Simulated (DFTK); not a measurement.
# Hf (Im-3m) in DFTK: further runs

Runs on Hf. Level: r2SCAN. Tasks: equation of state, single point, band structure.

Program: DFTK 0.8.2. These are calculated values, not measurements. Logs are shortened: lines on timing, memory, paths and dates and some standing lists are left out, and cuts for length are marked.

### Step 1. Starting point

The structure is cubic, space group Im-3m (No. 229). The conventional cell has a = 3.610 Å, b = 3.610 Å, c = 3.610 Å, α = 90.00°, β = 90.00°, γ = 90.00°. Hf (site symmetry m-3m) has 8 Hf at 3.13 Å as nearest neighbours.

This isn't the form of Hf at room conditions, which is hcp.

### Step 2. Equation of state, r2SCAN

The input, run.jl:

```julia
using DFTK
using PseudoPotentialData
using Unitful, UnitfulAtomic
using LinearAlgebra, Printf
include("save.jl")
disable_threading()

# lattice vectors are the columns
lattice = austrip(1u"Å") * [        -1.805          1.805          1.805;
                    1.805         -1.805          1.805;
                    1.805          1.805         -1.805]
symbols   = [:Hf]
positions = [[0.0, 0.0, 0.0]]
pseudopotentials = Dict(:Hf => "Hf.upf")
elements = Dict(s => ElementPsp(s, pseudopotentials; rcut=10.0) for s in unique(symbols))
atoms    = [elements[s] for s in symbols]

build_model(lattice, positions; symmetries=true) =
    model_DFT(lattice, atoms, positions;
              functionals=r2SCAN(),
              temperature=austrip(0.05u"eV"),
              smearing=Smearing.FermiDirac(),
              symmetries)
Ecut  = 45.0  # hartree
kgrid = [6, 6, 6]
tol   = 1e-6
to_GPa = ustrip(uconvert(u"GPa", 1u"hartree/bohr^3"))

results["points"] = []
for scale in [0.94, 0.96, 0.98, 1.0, 1.02, 1.04, 1.06]
    println("\n=== scale = ", scale)
    model = build_model(cbrt(scale) * lattice, positions)
    basis = PlaneWaveBasis(model; Ecut, kgrid)
    t0 = time()
    scfres = self_consistent_field(basis;
                                   tol,
                                   nbandsalg=AdaptiveBands(model; n_bands_converge=18),
                                   solver=ScfAndersonSolver())
    seconds = time() - t0
    @printf "SCF: %d iterations, %.1f s\n" scfres.n_iter seconds
    forces = compute_forces_cart(scfres)
    stress = compute_stresses_cart(scfres)
    @printf "V = %.5f Å^3  F = %.8f Ha  max force = %.5f eV/Å  p = %.4f GPa\n" ustrip(auconvert(u"Å^3", model.unit_cell_volume)) scfres.energies.total ustrip(auconvert(u"eV/Å", maximum(norm, forces))) (-tr(stress) / 3 * to_GPa)
    push!(results["points"], save_scf!(scfres; forces, stress, d=Dict{String,Any}("seconds" => seconds, "n_matvec" => get(scfres, :n_matvec, 0))))
end

# third-order Birch-Murnaghan fit in x = V^(-2/3)
V = [0.94, 0.96, 0.98, 1.0, 1.02, 1.04, 1.06] * abs(det(lattice))
E = [p["total"] for p in results["points"]]
x = V .^ (-2 / 3)
c = [x .^ 0 x x .^ 2 x .^ 3] \ E
Δ = c[3]^2 - 3c[2] * c[4]
if Δ > 0
    x0 = (-c[3] + sqrt(Δ)) / 3c[4]
    B0 = 4 / 9 * x0^(7 / 2) * (2c[3] + 6c[4] * x0)
    @printf "V0 = %.4f Å^3  B0 = %.2f GPa\n" ustrip(auconvert(u"Å^3", x0^(-3 / 2))) B0 * to_GPa
end
```

Potentials or basis: in-house norm-conserving set (r2SCAN, scalar relativistic).

Run with:

```bash
$ julia --threads=1 run.jl  # save.jl only writes the numbers to a file and isn't shown; printed stress counts tension as positive; times include loading and compiling
```

Log:

```text
=== scale = 0.94
n     Energy            log10(ΔE)   log10(Δρ)   log10(Δτ)   Diag   Δtime
---   ---------------   ---------   ---------   ---------   ----   ------
  1   -512.6541678523                   -1.14        1.65    5.6    7.52s
  2   -512.6613644330       -2.14       -1.46        1.15    1.0    3.66s
  3   -512.6629024832       -2.81       -1.56       -0.86    3.1    5.08s
  4   -512.6629669472       -4.19       -2.20       -1.04    1.0    3.39s
  5   -512.6629940914       -4.57       -2.32       -1.69    2.1    3.73s
  6   -512.6630038313       -5.01       -2.95       -2.03    1.8    3.82s
  7   -512.6630052225       -5.86       -3.96       -2.77    2.2    4.11s
  8   -512.6630052849       -7.21       -3.85       -2.95    3.6    6.02s
  9   -512.6630052884       -8.45       -4.39       -3.33    1.5    3.90s
 10   -512.6630052887       -9.59       -5.15       -4.28    1.4    3.47s
[... 64 further cycles ...]
  3   -512.6599817549       -2.76       -1.55       -0.85    3.1    5.14s
  4   -512.6600803896       -4.01       -2.17       -1.02    1.0    3.31s
  5   -512.6601178620       -4.43       -2.33       -1.86    2.0    3.92s
  6   -512.6601326577       -4.83       -2.95       -2.01    2.2    4.03s
  7   -512.6601341184       -5.84       -3.56       -2.84    2.1    3.94s
  8   -512.6601341626       -7.35       -4.05       -3.27    2.2    4.35s
  9   -512.6601341651       -8.61       -4.66       -4.01    1.8    4.23s
 10   -512.6601341654       -9.45       -5.07       -4.42    2.1    4.36s
 11   -512.6601341654      -10.47       -5.67       -5.10    2.0    4.02s
 12   -512.6601341654      -11.44       -6.06       -5.17    2.4    4.67s
SCF: 12 iterations, 53.2 s
V = 24.93432 Å^3  F = -512.66013417 Ha  max force = 0.00000 eV/Å  p = -9.3862 GPa
V0 = 22.3571 Å^3  B0 = 92.10 GPa
```

Run time: 12 min. Hardware: 1 thread of Intel Xeon 6975P-C (Granite Rapids), shared host; peak memory 1.6 GiB.

Results:

```
Equilibrium volume : 22.36 Å³/atom (rough: see the caveat)
Bulk modulus       : 92 GPa (rough)
```

Energy against volume, from the lowest point:
| volume (Å³/atom) | energy (meV/atom) |
| --- | --- |
| 22.112 | 0.09 |
| 22.582 | 0.00 |
| 23.052 | 5.41 |
| 23.523 | 16.18 |
| 23.993 | 32.10 |
| 24.464 | 52.89 |
| 24.934 | 78.22 |

Caveat: the k mesh is coarse (spacing up to 0.41 Å⁻¹), so the values aren't converged; the fit is doubtful: noisy points or a state that changes with volume. Spin-orbit coupling is left out, which matters for the levels of Hf.

### Step 3. Single point, r2SCAN, 22.11 Å³/atom (volume scaled by 0.94)

run.jl is that of step 2.

Potentials or basis: in-house norm-conserving set (r2SCAN, scalar relativistic).

Run with:

```bash
$ julia --threads=1 run.jl  # one pass of the loop, scale = 0.94; save.jl only writes the numbers to a file and isn't shown; printed stress counts tension as positive; times include loading and compiling
```

Wall time 53 s (1 thread of Intel Xeon 6975P-C (Granite Rapids), shared host).

Results (log left out):

- Free energy: -13950.2711 eV
- Pressure: 1.0 GPa
- Band gap on the k mesh: none (metal or under the smearing width)

Caveat: the k mesh is coarse (spacing up to 0.42 Å⁻¹), so the values aren't converged.

### Step 4. Single point, r2SCAN, 22.58 Å³/atom (volume scaled by 0.96)

run.jl is that of step 3.

Run with:

```bash
$ julia --threads=1 run.jl  # one pass of the loop, scale = 0.96; save.jl only writes the numbers to a file and isn't shown; printed stress counts tension as positive; times include loading and compiling
```

Wall time 59 s (1 thread of Intel Xeon 6975P-C (Granite Rapids), shared host).

The run converged. Its results:

```
Free energy            : -13950.2711 eV
Pressure               : -0.9 GPa
Band gap on the k mesh : none (metal or under the smearing width)
```

Caveat: the k mesh is coarse (spacing up to 0.42 Å⁻¹), so the values aren't converged.

### Step 5. Single point, r2SCAN, 23.05 Å³/atom (volume scaled by 0.98)

run.jl is that of step 4.

Run with:

```bash
$ julia --threads=1 run.jl  # one pass of the loop, scale = 0.98; save.jl only writes the numbers to a file and isn't shown; printed stress counts tension as positive; times include loading and compiling
```

It took 53 s on 1 thread of Intel Xeon 6975P-C (Granite Rapids), shared host.

It converged, with:

| Item | Value |
| --- | --- |
| Free energy | -13950.2657 eV |
| Pressure | -2.8 GPa |
| Band gap on the k mesh | none (metal or under the smearing width) |

Caveat: the k mesh is coarse (spacing up to 0.41 Å⁻¹), so the values aren't converged.

### Step 6. Single point, r2SCAN, 23.52 Å³/atom

run.jl is that of step 5.

Potentials or basis: in-house norm-conserving set (r2SCAN, scalar relativistic).

Run with:

```bash
$ julia --threads=1 run.jl  # one pass of the loop, scale = 1.0; save.jl only writes the numbers to a file and isn't shown; printed stress counts tension as positive; times include loading and compiling
```

It took 57 s on 1 thread of Intel Xeon 6975P-C (Granite Rapids), shared host.

It converged, with:

```yaml
Free_energy: -13950.2550 eV
Pressure: -4.6 GPa
Band_gap_on_the_k_mesh: none (metal or under the smearing width)
```

Caveat: the k mesh is coarse (spacing up to 0.41 Å⁻¹), so the values aren't converged.

### Step 7. Single point, r2SCAN, 23.99 Å³/atom (volume scaled by 1.02)

run.jl is that of step 6.

Run with:

```bash
$ julia --threads=1 run.jl  # one pass of the loop, scale = 1.02; save.jl only writes the numbers to a file and isn't shown; printed stress counts tension as positive; times include loading and compiling
```

Run time: 53 s. Hardware: 1 thread of Intel Xeon 6975P-C (Granite Rapids), shared host.

The run converged. Its results:

```
Free energy            : -13950.2390 eV
Pressure               : -6.3 GPa
Band gap on the k mesh : none (metal or under the smearing width)
```

Caveat: the k mesh is coarse (spacing up to 0.41 Å⁻¹), so the values aren't converged.

### Step 8. Single point, r2SCAN, 24.46 Å³/atom (volume scaled by 1.04)

run.jl is that of step 7.

Run with:

```bash
$ julia --threads=1 run.jl  # one pass of the loop, scale = 1.04; save.jl only writes the numbers to a file and isn't shown; printed stress counts tension as positive; times include loading and compiling
```

Run time: 53 s. Hardware: 1 thread of Intel Xeon 6975P-C (Granite Rapids), shared host.

The run converged. Its results:

| Quantity | Value |
| --- | --- |
| Free energy | -13950.2183 eV |
| Pressure | -7.9 GPa |
| Band gap on the k mesh | none (metal or under the smearing width) |

Caveat: the k mesh is coarse (spacing up to 0.40 Å⁻¹), so the values aren't converged.

### Step 9. Single point, r2SCAN, 24.93 Å³/atom (volume scaled by 1.06)

run.jl is that of step 8.

Potentials or basis: in-house norm-conserving set (r2SCAN, scalar relativistic).

Run with:

```bash
$ julia --threads=1 run.jl  # one pass of the loop, scale = 1.06; save.jl only writes the numbers to a file and isn't shown; printed stress counts tension as positive; times include loading and compiling
```

Wall time 53 s (1 thread of Intel Xeon 6975P-C (Granite Rapids), shared host).

It converged, with:

| Quantity | Value |
| --- | --- |
| Free energy | -13950.1929 eV |
| Pressure | -9.4 GPa |
| Band gap on the k mesh | none (metal or under the smearing width) |

Caveat: the k mesh is coarse (spacing up to 0.40 Å⁻¹), so the values aren't converged.

### Step 10. Band structure, r2SCAN

The input, run.jl:

```julia
using DFTK
using PseudoPotentialData
using Unitful, UnitfulAtomic
using LinearAlgebra, Printf
include("save.jl")
disable_threading()

lines     = readlines("Hf.xyz")
cell_ang  = reshape(parse.(Float64, split(match(r"Lattice=\"([^\"]+)\"", lines[2])[1])), 3, 3)
lattice   = austrip(1u"Å") * cell_ang
symbols   = [Symbol(split(l)[1]) for l in lines[3:end]]
positions = [round.(cell_ang \ parse.(Float64, split(l)[2:4]); digits=9) for l in lines[3:end]]
pseudopotentials = PseudoFamily("cp2k.nc.sr.pbe.v0_1.semicore.gth")
elements = Dict(s => ElementPsp(s, pseudopotentials) for s in unique(symbols))
atoms    = [elements[s] for s in symbols]

build_model(lattice, positions; symmetries=true) =
    model_DFT(lattice, atoms, positions;
              functionals=r2SCAN(),
              temperature=austrip(0.05u"eV"),
              smearing=Smearing.FermiDirac(),
              symmetries)
Ecut  = 71.0  # hartree
kgrid = [8, 8, 8]
tol   = 1e-6
to_GPa = ustrip(uconvert(u"GPa", 1u"hartree/bohr^3"))

model = build_model(lattice, positions)
basis = PlaneWaveBasis(model; Ecut, kgrid)
display(basis)
scfres = self_consistent_field(basis;
                               tol,
                               nbandsalg=AdaptiveBands(model; n_bands_converge=11))
display(scfres.energies)
@printf "Fermi level: %.6f eV\n" ustrip(auconvert(u"eV", something(scfres.εF, NaN)))
forces = compute_forces_cart(scfres)
println("Forces (eV/Å)")
for (s, f) in zip(symbols, forces)
    @printf "%-3s %12.6f %12.6f %12.6f\n" s ustrip.(auconvert.(u"eV/Å", f))...
end
stress = compute_stresses_cart(scfres)
println("Stress (GPa)")
display(round.(stress * to_GPa; digits=4))
println("Levels at the first k-point (eV): ", round.(ustrip.(auconvert.(u"eV", scfres.eigenvalues[1][1:scfres.n_bands_converge])); digits=4))
save_scf!(scfres; forces, stress)

points = Dict("G" => [0.0, 0.0, 0.0], "H" => [0.5, -0.5, 0.5], "P" => [0.25, 0.25, 0.25], "N" => [0.0, 0.0, 0.5])
segments = [("G", "H", 10), ("H", "N", 7), ("N", "G", 7), ("G", "P", 8), ("P", "H", 8), ("P", "N", 5)]
kcoords = vcat([[points[a] + t * (points[b] - points[a]) for t in range(0, 1, n)] for (a, b, n) in segments]...)
bands = compute_bands(scfres, ExplicitKpoints(kcoords); n_bands=13, tol=1e-5)
for (k, ε) in zip(bands.basis.kpoints, bands.eigenvalues)
    @printf "%d %8.4f %8.4f %8.4f " k.spin k.coordinate...
    println(join([@sprintf("%9.4f", e) for e in ustrip.(auconvert.(u"eV", ε .- scfres.εF))]))
end
results["band_energies"] = rows(bands.eigenvalues); results["band_kpoints"] = rows(kcoords)
```

The input, Hf.xyz:

```xyz
1
Lattice="-1.8050000000 1.8050000000 1.8050000000 1.8050000000 -1.8050000000 1.8050000000 1.8050000000 1.8050000000 -1.8050000000" Properties=species:S:1:pos:R:3 pbc="T T T"
Hf     0.0000000000      0.0000000000      0.0000000000
```

Potentials or basis: cp2k.nc.sr.pbe.v0_1.semicore.gth (PBE, GTH).

Run with:

```bash
$ julia --threads=1 run.jl  # save.jl only writes the numbers to a file and isn't shown; printed stress counts tension as positive; times include loading and compiling
```

Log:

```text
PlaneWaveBasis discretization:

    Ecut                 : 71.0 Ha
    fft_size             : (48, 48, 48), 110592 total points
    kgrid                : MonkhorstPack([8, 8, 8])
    num.   red. kpoints  : 512
    num. irred. kpoints  : 29

    Discretized Model(mgga_x_r2scan+mgga_c_r2scan, 3D):
        lattice (in Bohr)    : [-3.41096  , 3.41096   , 3.41096   ]
                               [3.41096   , -3.41096  , 3.41096   ]
                               [3.41096   , 3.41096   , -3.41096  ]
        unit cell volume     : 158.74 Bohr³

        atoms                : Hf
        pseudopot. family    : PseudoFamily("cp2k.nc.sr.pbe.v0_1.semicore.gth")

        num. electrons       : 12
        spin polarization    : none
        temperature          : 0.0018375 Ha
        smearing             : DFTK.Smearing.FermiDirac()

        terms                : Kinetic()
                               AtomicLocal()
                               AtomicNonlocal()
                               Ewald(nothing)
                               PspCorrection()
                               Hartree()
                               Xc(mgga_x_r2scan, mgga_c_r2scan)
                               Entropy()
n     Energy            log10(ΔE)   log10(Δρ)   log10(Δτ)   Diag   Δtime
---   ---------------   ---------   ---------   ---------   ----   ------
  1   -48.61139832902                    0.07        0.60    5.2    18.8s
  2   -48.96343058418       -0.45       -0.11       -0.58    2.1    14.0s
┌ Warning: Exchange-correlation term: the kinetic energy density τ is smaller than the von Weizsäcker kinetic energy density τ_W somewhere. This can lead to unphysical results. This can be caused by pseudopotentials without a non-linear core correction for τ, a too small Ecut value or an unphysical initial guess for τ. This message is only logged once.
└ @ DFTK xc.jl:436
  3   -49.24055641234       -0.56       -0.54       -0.39    4.9    17.6s
  4   -49.29604838166       -1.26       -1.39       -0.60    4.3    14.9s
  5   -49.29630002942       -3.60       -1.56       -2.30    1.8    9.10s
  6   -49.29678927877       -3.31       -2.04       -1.56    2.1    10.0s
  7   -49.29682093541       -4.50       -2.23       -2.00    2.1    10.9s
  8   -49.29684088820       -4.70       -2.90       -2.47    2.0    10.0s
  9   -49.29684121245       -6.49       -2.95       -2.71    2.4    9.87s
 10   -49.29684190098       -6.16       -4.05       -3.10    2.0    10.0s
 11   -49.29684190936       -8.08       -4.59       -4.43    2.5    11.2s
 12   -49.29684190981       -9.34       -4.79       -4.46    2.8    11.1s
 13   -49.29684190993       -9.91       -5.55       -5.13    2.0    9.21s
 14   -49.29684190994      -11.24       -6.24       -5.54    2.4    10.5s
Energy breakdown (in Ha):
    Kinetic             15.7007218
    AtomicLocal         -20.3687498
    AtomicNonlocal      -10.8974358
    Ewald               -38.4092956
    PspCorrection       3.5064777
    Hartree             7.2262331
    Xc                  -6.0540695
    Entropy             -0.0007237

    total               -49.296841909940
Fermi level: 5.568124 eV
Forces (eV/Å)
Hf     -0.000000     0.000000     0.000000
Stress (GPa)
3×3 StaticArraysCore.SMatrix{3, 3, Float64, 9} with indices SOneTo(3)×SOneTo(3):
 5.1663   0.0      0.0
 0.0      5.1663  -0.0
 0.0     -0.0      5.1663
Levels at the first k-point (eV): [-56.8142, -25.5584, -25.5584, -25.5584, -1.7181, 7.3396, 7.3396, 7.3396, 10.0525, 10.0525, 18.7101]
1   0.0000   0.0000   0.0000  -62.3824 -31.1265 -31.1265 -31.1265  -7.2862   1.7714   1.7714   1.7714   4.4844   4.4844  13.1420  13.1420  13.1420
1   0.0556  -0.0556   0.0556  -62.3787 -31.1577 -31.1407 -31.1407  -7.0626   1.7125   1.7125   1.8800   4.0544   4.6214  13.5683  13.5683  13.5953
1   0.1111  -0.1111   0.1111  -62.3683 -31.2413 -31.1820 -31.1820  -6.4177   1.5986   1.5986   2.2017   3.0216   4.9842  14.6642  14.7572  14.7572
1   0.1667  -0.1667   0.1667  -62.3529 -31.3521 -31.2461 -31.2461  -5.4285   1.5619   1.5619   1.7824   2.7240   5.3764  14.1160  15.8922  16.4177
1   0.2222  -0.2222   0.2222  -62.3348 -31.4610 -31.3261 -31.3261  -4.2293   0.5727   1.7191   1.7191   3.4226   5.3712  12.7372  17.0337  17.2423
1   0.2778  -0.2778   0.2778  -62.3165 -31.5457 -31.4126 -31.4126  -3.0504  -0.4927   2.1439   2.1439   4.2556   4.8139  12.9520  15.5369  15.5369
[... 37 lines left out ...]
1   0.0625   0.0625   0.4375  -62.3212 -31.8125 -31.3753 -31.1563  -3.0617  -0.3942   0.4266   4.4547   5.3287   8.0320   9.5424  10.7287  13.8794
1   0.0000   0.0000   0.5000  -62.3217 -31.8399 -31.3569 -31.1298  -3.3534  -0.2886   0.6178   4.3251   5.3067   7.6775  10.2434  10.3442  14.0517
```

Wall time 5 min (1 thread of Intel Xeon Platinum 8488C (Sapphire Rapids), shared host); peak memory 1.8 GiB.

Results:

```yaml
Free_energy: -1341.4354 eV
Pressure: -5.2 GPa
Band_gap_on_the_k_mesh: none (metal or under the smearing width)
```

Levels at the corners of the path, in eV from the Fermi level:
```tsv
point	band 2	band 3	band 4	band 5	band 6	band 7	band 8	band 9	band 10	band 11
Γ	-31.13	-31.13	-31.13	-7.29	1.77	1.77	1.77	4.48	4.48	13.14
H	-31.62	-31.62	-31.62	-2.50	-2.50	6.88	6.88	6.88	6.95	6.95
N	-31.84	-31.36	-31.13	-3.35	-0.29	0.62	4.33	5.31	7.68	10.24
Γ	-31.13	-31.13	-31.13	-7.29	1.77	1.77	1.77	4.48	4.48	13.14
P	-31.48	-31.48	-31.48	-0.71	-0.71	-0.71	5.46	5.46	5.76	11.30
H	-31.62	-31.62	-31.62	-2.50	-2.50	6.88	6.88	6.88	6.95	6.95
P	-31.48	-31.48	-31.48	-0.71	-0.71	-0.71	5.46	5.46	5.76	11.30
N	-31.84	-31.36	-31.13	-3.35	-0.29	0.62	4.33	5.31	7.68	10.24
```

Caveat: GTH potentials come without recommended cutoffs, and this one wasn't checked for convergence; the program warned that the kinetic-energy density falls under its von Weizsäcker bound, which can give unphysical results; the potentials were made for another functional, which shifts forces and pressure; spin-orbit coupling is left out, which moves the levels of the heavy elements.

### Step 11. The reference run

An earlier run on the cell as given: functional PBEsol; potentials or basis dojo.nc.sr.pbesol.v0_4_1.standard.upf (PBEsol); cutoff 952 eV; k mesh 10 × 10 × 10; occupations fermi-dirac, width 0.05 eV; no spin polarisation.

- Pressure: -8.7 GPa
- Band gap on the k mesh: none (metal or under the smearing width)
